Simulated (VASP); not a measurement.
# BeSe (F-43m) in VASP: further runs

Runs on BeSe. Level: PBE. Tasks: relaxation of the atoms, relaxation of cell and atoms.

All numbers are computed with VASP 6.6.1; they aren't measurements. Logs are shortened: lines on timing, memory, paths and dates and some standing lists are left out, and cuts for length are marked.

### 1 Starting point

The structure is cubic, space group F-43m (No. 216). The conventional cell has a = 5.070 Å, b = 5.070 Å, c = 5.070 Å, α = 90.00°, β = 90.00°, γ = 90.00°. Around Be (site symmetry -43m) lie 4 Se at 2.20 Å. Se (site symmetry -43m) has 4 Be at 2.20 Å as nearest neighbours.

### 2 Relaxation of the atoms, PBE (a relaxed cell with its volume scaled by 1.02)

Input file INCAR:

```
ALGO = Normal ; EDIFF = 1E-7
EDIFFG = -0.01 ; ENCUT = 600
GGA = PE ; IBRION = 2
ISIF = 2 ; ISMEAR = 0
LASPH = T ; LCHARG = F
LREAL = F ; LWAVE = F
NELM = 80 ; NSW = 40
PREC = Accurate ; SIGMA = 0.03
```

Input file KPOINTS:

```
k-points
0
Gamma
  10 10 10
```

Input file POSCAR:

```
BeSe                                    
1.0
    0.0000000000      2.6079179630      2.6079179630
    2.6079179630      0.0000000000      2.6079179630
    2.6079179630      2.6079179630      0.0000000000
  Be              Se            
     1     1
Direct
     0.0000000000000000    0.0000000000000000    0.0000000000000000
     0.2500000000000000    0.2500000000000000    0.2500000000000000
```

Potentials or basis: VASP PAW PBE potentials, release 64 (Be, Se).

Started as:

```
> cat potpaw_PBE.64/Be/POTCAR potpaw_PBE.64/Se/POTCAR > POTCAR
> mpirun -np 1 vasp_std > vasp.out
```

OUTCAR:

```text
EDIFF = 1E-7
   EDIFFG = -0.01
   ENCUT = 600
   GGA = PE
   IBRION = 2
   ISIF = 2
   ISMEAR = 0
   LASPH = T
   LREAL = F
   NELM = 80
   NSW = 40
   PREC = Accurate

 ion  position               nearest neighbor table
   1  0.000  0.000  0.000-   2 2.26   2 2.26   2 2.26   2 2.26
   2  0.250  0.250  0.250-   1 2.26   1 2.26   1 2.26   1 2.26

  LATTYP: Found a face centered cubic cell.
 ALAT       =     5.2158359260

  Lattice vectors:

 A1 = (   0.0000000000,   2.6079179630,   2.6079179630)
 A2 = (   2.6079179630,   0.0000000000,   2.6079179630)
 A3 = (   2.6079179630,   2.6079179630,   0.0000000000)

Analysis of symmetry for initial positions (statically):
=====================================================================
 Subroutine PRICEL returns:
 Original cell was already a primitive cell.

 Routine SETGRP: Setting up the symmetry group for a
 face centered cubic supercell.

 Subroutine GETGRP returns: Found 24 space group operations
 (whereof 24 operations were pure point group operations)
 out of a pool of 48 trial point group operations.

The static configuration has the point symmetry T_d .

Analysis of symmetry for dynamics (positions and initial velocities):
=====================================================================
 Subroutine PRICEL returns:
 Original cell was already a primitive cell.

 Routine SETGRP: Setting up the symmetry group for a
 face centered cubic supercell.

 Subroutine GETGRP returns: Found 24 space group operations
 (whereof 24 operations were pure point group operations)
 out of a pool of 48 trial point group operations.

The dynamic configuration has the point symmetry T_d .

 Subroutine INISYM returns: Found 24 space group operations
 (whereof 24 operations are pure point group operations),
 and found     1 'primitive' translations

----------------------------------------------------------------------------------------

                                     Primitive cell

  volume of cell :      35.4741

  direct lattice vectors                    reciprocal lattice vectors
     0.000000000  2.607917963  2.607917963    -0.191723822  0.191723822  0.191723822
     2.607917963  0.000000000  2.607917963     0.191723822 -0.191723822  0.191723822
     2.607917963  2.607917963  0.000000000     0.191723822  0.191723822 -0.191723822

  length of vectors
     3.688152953  3.688152953  3.688152953     0.332075401  0.332075401  0.332075401

  position of ions in fractional coordinates (direct lattice)
     0.000000000  0.000000000  0.000000000
     0.250000000  0.250000000  0.250000000

  ion indices of the primitive-cell ions
   primitive index   ion index
                 1           1
                 2           2

----------------------------------------------------------------------------------------

 KPOINTS: k-points

Automatic generation of k-mesh.
 Grid dimensions read from file:
 generate k-points for:   10   10   10

 Generating k-lattice:

  Cartesian coordinates                     Fractional coordinates (reciprocal lattice)
    -0.019172382  0.019172382  0.019172382     0.100000000  0.000000000  0.000000000
     0.019172382 -0.019172382  0.019172382     0.000000000  0.100000000  0.000000000
     0.019172382  0.019172382 -0.019172382     0.000000000  0.000000000  0.100000000

  Length of vectors
     0.033207540  0.033207540  0.033207540

  Shift w.r.t. Gamma in fractional coordinates (k-lattice)
     0.000000000  0.000000000  0.000000000

 Subroutine IBZKPT returns following result:
 ===========================================

 Found     47 irreducible k-points:

 Following reciprocal coordinates:
            Coordinates               Weight
  0.000000  0.000000  0.000000      1.000000
  0.100000  0.000000  0.000000      8.000000
  0.200000  0.000000  0.000000      8.000000
  0.300000  0.000000  0.000000      8.000000
  0.400000  0.000000  0.000000      8.000000
  0.500000  0.000000  0.000000      4.000000
[... 16 lines left out ...]
  0.300000  0.300000  0.000000      6.000000
  0.400000  0.300000  0.000000     24.000000
 [... further k-points ...]
   k-points           NKPTS =     47   k-points in BZ     NKDIM =     47   number of bands    NBANDS=      8
   number of dos      NEDOS =    301   number of ions     NIONS =      2
   total plane-waves  NPLWV =  27000
   dimension x,y,z NGX =    30 NGY =   30 NGZ =   30
   dimension x,y,z NGXF=    60 NGYF=   60 NGZF=   60
   ions per type =               1   1
   NGX,Y,Z   is equivalent  to a cutoff of  13.52, 13.52, 13.52 a.u.
   NGXF,Y,Z  is equivalent  to a cutoff of  27.05, 27.05, 27.05 a.u.
 SYSTEM =  unknown system
   PREC   = accura    normal or accurate (medium, high low for compatibility)
   ISTART =      0    job   : 0-new  1-cont  2-samecut
   ICHARG =      2    charge: 1-file 2-atom 10-const
   ISPIN  =      1    spin polarized calculation?
   LNONCOLLINEAR =      F non collinear calculations
   LSORBIT =      F    spin-orbit coupling
   LASPH  =      T    aspherical Exc in radial PAW
   ENCUT  =  600.0 eV  44.10 Ry    6.64 a.u.   7.37  7.37  7.37*2*pi/ulx,y,z
   NELM   =     80;   NELMIN=  2; NELMDL= -5     # of ELM steps
   EDIFF  = 0.1E-06   stopping-criterion for ELM
   LREAL  =      F    real-space projection
   EDIFFG = -.1E-01   stopping-criterion for IOM
   NSW    =     40    number of steps for IOM
   IBRION =      2    ionic relax: 0-MD 1-quasi-New 2-CG
   NFREE  =      1    steps in history (QN), initial steepest desc. (CG)
   ISIF   =      2    stress and relaxation
   ISYM   =      2    0-nonsym 1-usesym 2-fastsym
   POTIM  = 0.5000    time-step for ionic-motion
   TEBEG  =    0.0;   TEEND  =   0.0 temperature during run
   PSTRESS=    0.0 pullay stress
   NELECT =       8.0000    total number of electrons
   NUPDOWN=      -1.0000    fix difference up-down
   EMIN   =  10.00;   EMAX   =-10.00  energy-range for DOS
   EFERMI =   0.00;   METHOD = LEGACY
   ISMEAR =     0;   SIGMA  =   0.03  broadening in eV -4-tet -1-fermi 0-gaus
   EFERMI_NEDOS =   21; number of points for ismear=-14 and -15
   IALGO  =     38    algorithm
   IMIX   =      4    mixing-type and parameters
     AMIX     =   0.40;   BMIX     =  1.00
     AMIX_MAG =   1.60;   BMIX_MAG =  1.00
  volume/ion in A,a.u.               =      17.74       119.70
  Fermi-wavevector in a.u.,A,eV,Ry     =   0.996478  1.883070 13.510146  0.992968
  Thomas-Fermi vector in A             =   2.128569
   LORBIT       =      0    0 simple, 1 ext, 2 COOP (PROOUT), +10 PAW based schemes
   GGA     = PE    functional components
   LHFCALC =     F    Hartree Fock is set to
   AEXX    =    0.0000 exact exchange contribution
   IVDW    =     0    specifies the selected vdW correction
   LEPSILON=     F    determine dielectric tensor
   LRPA    =     F    only Hartree local field effects (RPA)
 conjugate gradient relaxation of ions
 non-spin polarized calculation
 Gauss-broadening in eV      SIGMA  =   0.03
  energy-cutoff  :      600.00
  volume of cell :       35.47
 maximum number of plane-waves:      1243
 NGX is ok and might be reduce to    30
   NGX = 15   NGY = 15   NGZ = 15

 number of electron       8.0000000 magnetization

 Free energy of the ion-electron system (eV)
  ---------------------------------------------------
  ext. energy  EPLUGINS =         0.00000000
  ---------------------------------------------------
  free energy    TOTEN  =        -8.85649113 eV

  energy without entropy =       -8.85649113  energy(sigma->0) =       -8.85649113

 E-fermi :   3.1719     XC(G=0):  -9.2628

 val. band max:        2.9724831263   @ k =   0.0000   0.0000   0.0000
 cond. band min:       5.6811273172   @ k =   0.5000   0.5000   0.0000
 fundamental gap:      2.7086441910
 Fermi energy:         3.1718760525

 k-point     1 :       0.0000    0.0000    0.0000
  band No.  band energies     occupation
      1     -10.5651      2.00000
      2       2.9725      2.00000
      3       2.9725      2.00000
      4       2.9725      2.00000
      5       7.0360      0.00000
      6       7.9853      0.00000
      7       7.9853      0.00000
      8       7.9853      0.00000

 k-point     2 :       0.1000    0.0000    0.0000
  band No.  band energies     occupation
      1     -10.4723      2.00000
      2       2.0900      2.00000
      3       2.8412      2.00000
      4       2.8412      2.00000
      5       7.3460      0.00000
      6       8.2073      0.00000
      7       8.2073      0.00000
      8       8.5722      0.00000

 k-point     3 :       0.2000    0.0000    0.0000
  band No.  band energies     occupation
      1     -10.2104      2.00000
      2       0.4927      2.00000
      3       2.5441      2.00000
      4       2.5441      2.00000
      5       7.3642      0.00000
      6       8.6624      0.00000
      7       8.6624      0.00000
      8      10.1878      0.00000

 k-point     4 :       0.3000    0.0000    0.0000
  band No.  band energies     occupation
      1      -9.8379      2.00000
      2      -1.0019      2.00000
      3       2.2406      2.00000
      4       2.2406      2.00000
      5       7.2698      0.00000
      6       8.9440      0.00000
      7       8.9440      0.00000
      8      11.7866      0.00000

 k-point     5 :       0.4000    0.0000    0.0000
  band No.  band energies     occupation
      1      -9.4795      2.00000
      2      -2.0737      2.00000
      3       2.0303      2.00000
      4       2.0303      2.00000
      5       7.1891      0.00000
      6       8.9612      0.00000
      7       8.9612      0.00000
      8      12.6916      0.00000
[... 177 lines left out ...]
 k-point    22 :      -0.2000    0.2000    0.0000
  band No.  band energies     occupation
      1      -9.7113      2.00000
      2      -0.7213      2.00000
      3       0.7143      2.00000
      4       2.2953      2.00000
      5       8.2151      0.00000
      6       9.2409      0.00000
      7       9.5914      0.00000
      8      10.6071      0.00000

 k-point    23 :       0.3000    0.3000    0.0000
  band No.  band energies     occupation
      1      -9.5939      2.00000
      2      -0.5175      2.00000
      3       1.0951      2.00000
      4       1.0951      2.00000
      5       6.4593      0.00000
      6       8.1877      0.00000
      7      11.7053      0.00000
      8      11.7053      0.00000

 k-point    24 :       0.4000    0.3000    0.0000
  band No.  band energies     occupation
      1      -9.3106      2.00000
      2      -1.1544      2.00000
      3       0.6320      2.00000
      4       0.8847      2.00000
      5       6.4739      0.00000
      6       8.1037      0.00000
      7      11.9857      0.00000
      8      12.2536      0.00000

 [... further k-points ...]

------------------------ aborting loop because EDIFF is reached ----------------------------------------

  FORCE on cell =-STRESS in cart. coord.  units (eV):
  Direction    XX          YY          ZZ          XY          YZ          ZX
  --------------------------------------------------------------------------------------
  -------------------------------------------------------------------------------------
  Total       -0.3143339     -0.3143339     -0.3143339      0.0000000     -0.0000000     -0.0000000
  in kB      -14.1967850    -14.1967850    -14.1967850      0.0000000     -0.0000000     -0.0000000
  external PRESSURE =     -14.1967850 kB  Pullay stress =       0.0000000 kB

 VOLUME and BASIS-vectors are now :
 -----------------------------------------------------------------------------
  energy-cutoff  :      600.00
  volume of cell :       35.47
      direct lattice vectors                 reciprocal lattice vectors
     0.000000000  2.607917963  2.607917963    -0.191723822  0.191723822  0.191723822
     2.607917963  0.000000000  2.607917963     0.191723822 -0.191723822  0.191723822
     2.607917963  2.607917963  0.000000000     0.191723822  0.191723822 -0.191723822

 POSITION                                       TOTAL-FORCE (eV/Angst)
 -----------------------------------------------------------------------------------
      0.00000      0.00000      0.00000         0.000000      0.000000      0.000000
      1.30396      1.30396      1.30396        -0.000000     -0.000000     -0.000000
 -----------------------------------------------------------------------------------
    total drift:                                0.000000      0.000000      0.000000

  FREE ENERGIE OF THE ION-ELECTRON SYSTEM (eV)
  ---------------------------------------------------
  free  energy   TOTEN  =        -8.8564911269 eV

  energy  without entropy=       -8.8564911269  energy(sigma->0) =       -8.85649113

 reached required accuracy - stopping structural energy minimisation
```

Run time: 9.3 s. Hardware: 1 thread of Intel Xeon 6975P-C (Granite Rapids), shared host; peak memory 0.17 GiB.

What came out:

* Free energy: -8.8565 eV
* Pressure after relaxing: -1.4 GPa
* Band gap on the k mesh: 2.71 eV, indirect (least direct gap 4.06 eV)

Final structure:
```xyz
2
Lattice="0.0000 2.6079 2.6079 2.6079 0.0000 2.6079 2.6079 2.6079 0.0000" Properties=species:S:1:pos:R:3 pbc="T T T"
Be    0.0000    0.0000    0.0000
Se    1.3040    1.3040    1.3040
```

Levels at points of the mesh, in eV from the valence-band top:
| k point | band 2 | band 3 | band 4 | band 5 | band 6 | band 7 |
| --- | --- | --- | --- | --- | --- | --- |
| (0.00, 0.00, 0.00) | 0.00 | 0.00 | 0.00 | 4.06 | 5.01 | 5.01 |
| (0.50, 0.00, 0.00) | -5.45 | -1.02 | -1.02 | 4.19 | 5.96 | 5.96 |
| (0.50, 0.50, 0.00) | -4.87 | -2.51 | -2.51 | 2.71 | 4.22 | 11.37 |

Caveat: the relaxation stopped at its first step, so nothing moved.

### 3 Relaxation of the atoms, PBE (a relaxed cell with its volume scaled by 1.04)

INCAR is that of step 2.

KPOINTS is that of step 2.

Input file POSCAR:

```
BeSe                                    
1.0
    0.0000000000      2.6248529697      2.6248529697
    2.6248529697      0.0000000000      2.6248529697
    2.6248529697      2.6248529697      0.0000000000
  Be              Se            
     1     1
Direct
     0.0000000000000000    0.0000000000000000    0.0000000000000000
     0.2500000000000000    0.2500000000000000    0.2500000000000000
```

Potentials or basis: VASP PAW PBE potentials, release 64 (Be, Se).

Started as:

```
> cat potpaw_PBE.64/Be/POTCAR potpaw_PBE.64/Se/POTCAR > POTCAR
> mpirun -np 1 vasp_std > vasp.out
```

Wall time 9.7 s (1 thread of Intel Xeon 6975P-C (Granite Rapids), shared host); peak memory 0.17 GiB.

Results (log left out):

```yaml
Free_energy: -8.8475 eV
Pressure_after_relaxing: -2.7 GPa
Band_gap_on_the_k_mesh: 2.75 eV, indirect (least direct gap 3.93 eV)
```

Final structure:
```
CELL_PARAMETERS angstrom
0.00000 2.62485 2.62485
2.62485 0.00000 2.62485
2.62485 2.62485 0.00000
ATOMIC_POSITIONS crystal
Be 0.00000 0.00000 0.00000
Se 0.25000 0.25000 0.25000
```

Levels at points of the mesh, in eV from the valence-band top:
| k point | band 2 | band 3 | band 4 | band 5 | band 6 | band 7 |
| --- | --- | --- | --- | --- | --- | --- |
| (0.00, 0.00, 0.00) | 0.00 | 0.00 | 0.00 | 3.93 | 5.01 | 5.01 |
| (0.50, 0.00, 0.00) | -5.33 | -0.99 | -0.99 | 4.12 | 5.95 | 5.95 |
| (0.50, 0.50, 0.00) | -4.77 | -2.45 | -2.45 | 2.75 | 4.23 | 11.22 |

Caveat: the relaxation stopped at its first step, so nothing moved.

### 4 Relaxation of the atoms, PBE (a relaxed cell with its volume scaled by 1.06)

INCAR is that of step 3.

KPOINTS is that of step 3.

Input file POSCAR:

```
BeSe                                    
1.0
    0.0000000000      2.6415722292      2.6415722292
    2.6415722292      0.0000000000      2.6415722292
    2.6415722292      2.6415722292      0.0000000000
  Be              Se            
     1     1
Direct
     0.0000000000000000    0.0000000000000000    0.0000000000000000
     0.2500000000000000    0.2500000000000000    0.2500000000000000
```

Started as:

```
> cat potpaw_PBE.64/Be/POTCAR potpaw_PBE.64/Se/POTCAR > POTCAR
> mpirun -np 1 vasp_std > vasp.out
```

Run time: 9 s. Hardware: 1 thread of Intel Xeon 6975P-C (Granite Rapids), shared host; peak memory 0.17 GiB.

Results (log left out):

* Free energy: -8.8331 eV
* Pressure after relaxing: -3.9 GPa
* Band gap on the k mesh: 2.78 eV, indirect (least direct gap 3.79 eV)

Final structure:
```xyz
2
Lattice="0.0000 2.6416 2.6416 2.6416 0.0000 2.6416 2.6416 2.6416 0.0000" Properties=species:S:1:pos:R:3 pbc="T T T"
Be    0.0000    0.0000    0.0000
Se    1.3208    1.3208    1.3208
```

Levels at points of the mesh, in eV from the valence-band top:
```
           k point  band 2  band 3  band 4  band 5  band 6  band 7
(0.00, 0.00, 0.00)    0.00    0.00    0.00    3.79    5.01    5.01
(0.50, 0.00, 0.00)   -5.21   -0.96   -0.96    4.05    5.94    5.94
(0.50, 0.50, 0.00)   -4.68   -2.38   -2.38    2.78    4.23   11.07
```

Caveat: the relaxation stopped at its first step, so nothing moved.

### 5 Relaxation of cell and atoms, PBE

Input file INCAR:

```
SYSTEM = BeSe
  PREC = Accurate
  ENCUT = 300
  EDIFF = 1E-6
  ISMEAR = 0
  SIGMA = 0.03
  LREAL = .FALSE.
  LASPH = .TRUE.
  NELM = 80
  ALGO = Normal
  ISIF = 3
  LWAVE = .FALSE.
  LCHARG = .FALSE.
  GGA = PE
  IBRION = 2
  NSW = 90
  EDIFFG = -0.01
```

Input file KPOINTS:

```
regular mesh
0
G
  5 5 5
  0 0 0
```

Input file POSCAR:

```
BeSe
1.0
    0.0000000000      2.5350000000      2.5350000000
    2.5350000000      0.0000000000      2.5350000000
    2.5350000000      2.5350000000      0.0000000000
Be Se
1 1
Direct
    0.0000000000      0.0000000000      0.0000000000
    0.2500000000      0.2500000000      0.2500000000
```

Started as:

```
> cat potpaw_PBE.64/Be/POTCAR potpaw_PBE.64/Se/POTCAR > POTCAR
> mpirun -np 1 vasp_std > vasp.out
```

Wall time 5.2 s (1 thread of Intel Xeon Platinum 8559C (Emerald Rapids), shared host); peak memory 0.11 GiB.

The run converged. Its results:

| Item | Value |
| --- | --- |
| Free energy | -8.8421 eV |
| Relaxed volume | 17.42 Å³/atom |
| Relaxed cell | a = 3.666 Å, b = 3.666 Å, c = 3.666 Å, α = 60.00°, β = 60.00°, γ = 60.00° |
| Space group after relaxing (to 0.05 Å) | F-43m (No. 216) |
| Energy gained by relaxing | 19.2 meV/atom |
| Ionic steps | 3 |
| Pressure after relaxing | 0.0 GPa |
| Band gap on the k mesh | 2.90 eV, indirect (least direct gap 4.19 eV) |

Step by step:
```
step  energy change (eV)  largest force (eV/Å)  pressure (GPa)  volume (Å³)
   1              0.0000                0.0000            5.76        32.58
   2             -0.0363                0.0000           -1.19        35.42
   3             -0.0385                0.0000            0.03        34.84
```

Final structure:
```xyz
2
Lattice="0.0000 2.5922 2.5922 2.5922 0.0000 2.5922 2.5922 2.5922 0.0000" Properties=species:S:1:pos:R:3 pbc="T T T"
Be    0.0000    0.0000    0.0000
Se    1.2961    1.2961    1.2961
```

Levels at points of the mesh, in eV from the valence-band top:
```tsv
k point	band 2	band 3	band 4	band 5	band 6	band 7
(0.00, 0.00, 0.00)	0.00	0.00	0.00	4.19	5.01	5.01
```

Caveat: the k mesh is coarse (spacing up to 0.43 Å⁻¹), so the values aren't converged; the cutoff is under 1.25 times the usual one of these potentials, so pressure, stress and relaxed cells hold a basis-set (Pulay) error; an odd mesh through Γ misses points on the zone boundary, where band edges often lie. PBE usually gives volumes a little too large and moduli too small.

### 6 Summary

| task | cell | k mesh | cutoff (eV) | mesh quality | gap on the mesh (eV) | pressure (GPa) |
| --- | --- | --- | --- | --- | --- | --- |
| relaxation of the atoms | atoms relaxed from: a relaxed cell with its volume scaled by 1.02 | 10 × 10 × 10 | 600 | not flagged | 2.71 | -1.4 |
| relaxation of the atoms | atoms relaxed from: a relaxed cell with its volume scaled by 1.04 | 10 × 10 × 10 | 600 | not flagged | 2.75 | -2.7 |
| relaxation of the atoms | atoms relaxed from: a relaxed cell with its volume scaled by 1.06 | 10 × 10 × 10 | 600 | not flagged | 2.78 | -3.9 |
| relaxation of cell and atoms | relaxed | 5 × 5 × 5 | 300 | coarse | 2.90 | 0.0 |

Alike in all rows: level PBE; potentials or basis VASP PAW PBE potentials, release 64 (Be, Se); no spin polarisation; smearing gaussian 0.03 eV.

Caveats: some runs use coarse meshes; the relaxation stopped at its first step, so nothing moved (some runs); the cutoff is under 1.25 times the usual one of these potentials, so pressure, stress and relaxed cells hold a basis-set (Pulay) error (some runs); an odd mesh through Γ misses points on the zone boundary, where band edges often lie (some runs).

Total energies depend on the potentials used, so only differences within one code and one set of settings carry meaning.
